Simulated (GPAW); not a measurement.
The system is TiO2.

```
Ti O
1.0
     4.59984    0.00000    0.00000
     0.00000    4.59984    0.00000
     0.00000    0.00000    2.95921
Ti O
2 4
Direct
  0.00000 0.00000 0.50000
  0.50000 0.50000 0.00000
  0.30432 0.30432 0.50000
  0.19568 0.80432 0.00000
  0.80432 0.19568 0.00000
  0.69568 0.69568 0.50000
```

The cell is a database's computed one.

| Quantity | Value |
| --- | --- |
| Program | GPAW 26.7.0 |
| Task | relaxation of cell and atoms |
| Functional | OLYP |
| Dispersion | D3(BJ) |
| Potentials or basis | PAW data sets generated in the run's folder for this functional |
| Cutoff | 800 eV |
| Basis | pw |
| k mesh | 4 × 4 × 6 |
| Occupations | fermi-dirac, width 0.05 eV |
| Spin | no spin polarisation |

At the start: pressure -5.4 GPa; volume 10.44 Å³/atom.

Task: How do energy, volume and symmetry change on relaxing?

Result: Over 17 steps the energy falls by 3.8 meV/atom and the volume is 10.19 Å³/atom (-2.4 %); space group P4_2/mnm (No. 136, to 0.05 Å).

The path:
```csv
step,energy change (eV),largest force (eV/Å),pressure (GPa),volume (Å³)
1,0.0000,0.0287,-5.38,62.61
2,-0.0041,0.0152,-4.97,62.50
3,-0.0096,0.0102,-4.19,62.29
4,-0.0157,0.0400,-3.09,62.00
5,-0.0203,0.0609,-1.76,61.65
6,-0.0222,0.0614,-0.35,61.26
7,-0.0212,0.0267,0.93,60.91
8,-0.0213,0.0251,0.91,60.91
9,-0.0214,0.0214,0.86,60.92
10,-0.0215,0.0162,0.80,60.93
11,-0.0217,0.0099,0.71,60.95
12,-0.0219,0.0030,0.62,60.97
13,-0.0221,0.0039,0.50,60.99
14,-0.0223,0.0101,0.38,61.02
15,-0.0224,0.0153,0.25,61.05
16,-0.0226,0.0183,0.10,61.08
17,-0.0227,0.0174,-0.05,61.12
```

Final structure:
```
CELL_PARAMETERS angstrom
4.56085 0.00000 0.00000
0.00000 4.56085 0.00000
0.00000 0.00000 2.93823
ATOMIC_POSITIONS crystal
Ti 0.00000 0.00000 0.50000
Ti 0.50000 0.50000 0.00000
O 0.30358 0.30358 0.50000
O 0.19642 0.80358 0.00000
O 0.80358 0.19642 0.00000
O 0.69642 0.69642 0.50000
```

Caveat: the k mesh is coarse; later steps reuse the first step's grids.
